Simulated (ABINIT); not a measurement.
# Ge (Fd-3m) in ABINIT: notebook, part 2 of 2

ABINIT 10.8.3 (patched build).

## 4. Single point, PBE, spin-orbit coupling, no magnetisation (cell relaxed)

run.abi

```
pp_dirpath "./"
pseudos "Ge.upf"

acell 3*1.0
rprim
     0.0000000000     5.4514384606     5.4514384606
     5.4514384606     0.0000000000     5.4514384606
     5.4514384606     5.4514384606     0.0000000000
ntypat 1
znucl 32
natom 2
typat 1 1
xred
     0.7500000000     0.7500000000     0.7500000000
     0.5000000000     0.5000000000     0.5000000000
chkprim 0
chksymtnons 0
tolsym 1.0e-6

ecut 39.0

kptopt 1
ngkpt 6 6 6
nshiftk 1
shiftk 0.0 0.0 0.0

ixc 11

nband 36
occopt 3
tsmear 0.05 eV

nspinor 2
nspden 1
so_psp 1*1

nstep 100
tolvrs 1.0e-10

iomode 3
prtwf 0
prtden 0
prteig 0
prtebands 0
enunit 1
prtvol 2
```

Potentials or basis: PseudoDojo NC FR PBE v0.4 standard.

Run with:

```console
$ mpirun --bind-to none -np 4 abinit run.abi > log 2>&1
```

run.abo:

```text
.Version 10.8.3 of ABINIT
 Symmetries : space group Fd -3 m (#227); Bravais cF (face-center cubic)
================================================================================
 Values of the parameters that define the memory need of the present run
     intxc =       0    ionmov =       0      iscf =       7    lmnmax =      14
     lnmax =      14     mgfft =      45  mpssoang =       5    mqgrid =    3001
     natom =       2  nloc_mem =       1    nspden =       1   nspinor =       2
    nsppol =       1      nsym =      48    n1xccc =    2501    ntypat =       1
    occopt =       3   xclevel =       2
       mpw =        3812          nfft =       91125          nkpt =          16
================================================================================
================================================================================

--------------------------------------------------------------------------------
------------- Echo of variables that govern the present computation ------------
--------------------------------------------------------------------------------
 -outvars: echo values of preprocessed input variables --------
            acell      1.0000000000E+00  1.0000000000E+00  1.0000000000E+00 Bohr
              amu      7.26100000E+01
          chkprim           0
      chksymtnons           0
             ecut      3.90000000E+01 Hartree
           enunit           1
              ixc          11
         kptrlatt        6    0    0      0    6    0      0    0    6
          kptrlen      4.62569892E+01
            natom           2
            nband          36
            ngfft          45      45      45
             nkpt          16
          nspinor           2
            nstep         100
             nsym          48
           ntypat           1
           occopt           3
           prtden           0
        prtebands           0
           prteig           0
           prtvol           2
            prtwf           0
            rprim      0.0000000000E+00  5.4514384606E+00  5.4514384606E+00
                       5.4514384606E+00  0.0000000000E+00  5.4514384606E+00
                       5.4514384606E+00  5.4514384606E+00  0.0000000000E+00
          spgroup         227
           tolsym      1.00000000E-06
           tolvrs      1.00000000E-10
           tsmear      1.83746611E-03 Hartree
            typat      1  1
[... 314 lines left out ...]
   0.11045    0.11045    1.28190    1.28190    6.28637    6.28637    6.53481    6.53481
   7.89866    7.89866   10.33123   10.33123
 kpt#  15, nband= 36, wtk=  0.11111, kpt= -0.3333  0.3333  0.1667 (reduced coord)
 -21.49267  -21.49267  -21.47190  -21.47190  -21.45059  -21.45059  -21.42078  -21.42078
 -20.93274  -20.93274  -20.90239  -20.90239  -20.87434  -20.87434  -20.84142  -20.84142
 -20.78817  -20.78817  -20.75825  -20.75825   -5.97732   -5.97732   -4.13296   -4.13296
  -0.31759   -0.31759    0.87966    0.87966    6.39809    6.39809    7.15044    7.15044
   9.35812    9.35812    9.48714    9.48714
 kpt#  16, nband= 36, wtk=  0.05556, kpt= -0.3333  0.5000  0.1667 (reduced coord)
 -21.49045  -21.49045  -21.47610  -21.47610  -21.44622  -21.44622  -21.42281  -21.42281
 -20.93171  -20.93171  -20.90242  -20.90242  -20.86414  -20.86413  -20.85516  -20.85515
 -20.78611  -20.78611  -20.75696  -20.75696   -5.06262   -5.06261   -5.04432   -5.04432
   0.04916    0.04916    0.11641    0.11641    6.17116    6.17116    6.23687    6.23687
   9.85348    9.85348    9.92169    9.92169
 Total charge density [el/Bohr^3]
)     Maximum=    2.0309E+00  at reduced coord.    0.7556    0.8000    0.8000
)Next maximum=    2.0309E+00  at reduced coord.    0.6444    0.8000    0.8000
)     Minimum=    2.2270E-03  at reduced coord.    0.0000    0.0000    0.0000
)Next minimum=    2.2366E-03  at reduced coord.    0.2444    0.2444    0.2444
   Integrated=    2.8000E+01

--- !EnergyTerms
iteration_state     : {dtset: 1, }
comment             : Components of total free energy in Hartree
kinetic             :  1.34030146891265E+02
hartree             :  5.65294384559080E+01
xc                  : -4.36171486880420E+01
Ewald energy        : -9.68379652712424E+01
psp_core            :  5.34293076840447E+00
local_psp           : -1.39839574185907E+02
non_local_psp       : -9.42195437626698E+01
internal            : -1.78611715792283E+02
'-kT*entropy'       : -5.21465027924048E-05
total_energy        : -1.78611767938786E+02
total_energy_eV     : -4.86027380545983E+03
band_energy         : -1.60591248447297E+01
...

 Cartesian components of stress tensor (hartree/bohr^3)
  sigma(1 1)=  8.45121515E-07  sigma(3 2)=  0.00000000E+00
  sigma(2 2)=  8.45121515E-07  sigma(3 1)=  0.00000000E+00
  sigma(3 3)=  8.45121515E-07  sigma(2 1)=  0.00000000E+00

-Cartesian components of stress tensor (GPa)         [Pressure= -2.4864E-02 GPa]
- sigma(1 1)=  2.48643334E-02  sigma(3 2)=  0.00000000E+00
- sigma(2 2)=  2.48643334E-02  sigma(3 1)=  0.00000000E+00
- sigma(3 3)=  2.48643334E-02  sigma(2 1)=  0.00000000E+00

== END DATASET(S) ==============================================================
================================================================================

 -outvars: echo values of variables after computation  --------
            acell      1.0000000000E+00  1.0000000000E+00  1.0000000000E+00 Bohr
           etotal     -1.7861176794E+02
            fcart     -0.0000000000E+00 -0.0000000000E+00 -0.0000000000E+00
                      -0.0000000000E+00 -0.0000000000E+00 -0.0000000000E+00
            rprim      0.0000000000E+00  5.4514384606E+00  5.4514384606E+00
                       5.4514384606E+00  0.0000000000E+00  5.4514384606E+00
                       5.4514384606E+00  5.4514384606E+00  0.0000000000E+00
           strten      8.4512151474E-07  8.4512151474E-07  8.4512151474E-07
                       0.0000000000E+00  0.0000000000E+00  0.0000000000E+00
           xangst      4.3271654970E+00  4.3271654970E+00  4.3271654970E+00
                       2.8847769980E+00  2.8847769980E+00  2.8847769980E+00
             xred      7.5000000000E-01  7.5000000000E-01  7.5000000000E-01
                       5.0000000000E-01  5.0000000000E-01  5.0000000000E-01
 Calculation completed.
```

Run time: 2.3 min. Hardware: 4 MPI ranks of AMD EPYC, shared host; peak memory 0.36 GiB.

What came out:

```
Free energy                                           : -4860.2738 eV
Pressure                                              : 0.0 GPa
Band gap on the k mesh                                : none (metal or under the smearing width)
Valence electrons inside the program's atomic spheres : Ge 11.51, 11.52 (radii [1.0584] Å)
```

Caveat: this crystal is a semiconductor, whose small gap the functional closes, so the metal is an error of the method.

## 5. Overview

```csv
task,potentials or basis,spin,cell,cutoff (eV),cell freedom (optcell),optimiser (ionmov),cutoff smearing ecutsm (Ha),force stop (Ha/bohr),gap on the mesh (eV),pressure (GPa)
single point,SG15 NC PBE v1.2,off,cell relaxed,599,-,-,-,-,none,0.0
relaxation of cell and atoms,PseudoDojo NC FR PBE v0.4 standard,"SOC, no magnetisation",relaxed,1061,2,2,0.5,2e-05,none,0.0
single point,PseudoDojo NC FR PBE v0.4 standard,"SOC, no magnetisation",cell relaxed,1061,-,-,-,-,none,0.0
```

Alike in all rows: level PBE; k mesh 6 × 6 × 6; smearing fermi-dirac 0.05 eV.

Caveats: this crystal is a semiconductor, whose small gap the functional closes, so the metal is an error of the method.

Absolute energies hang on the potentials; compare differences alone.

## 6. How close it comes

Step 3. The cell as given is a measured one (22.64 Å³/atom); PBE puts the equilibrium volume +6.0 % from it, thermal expansion not counted.
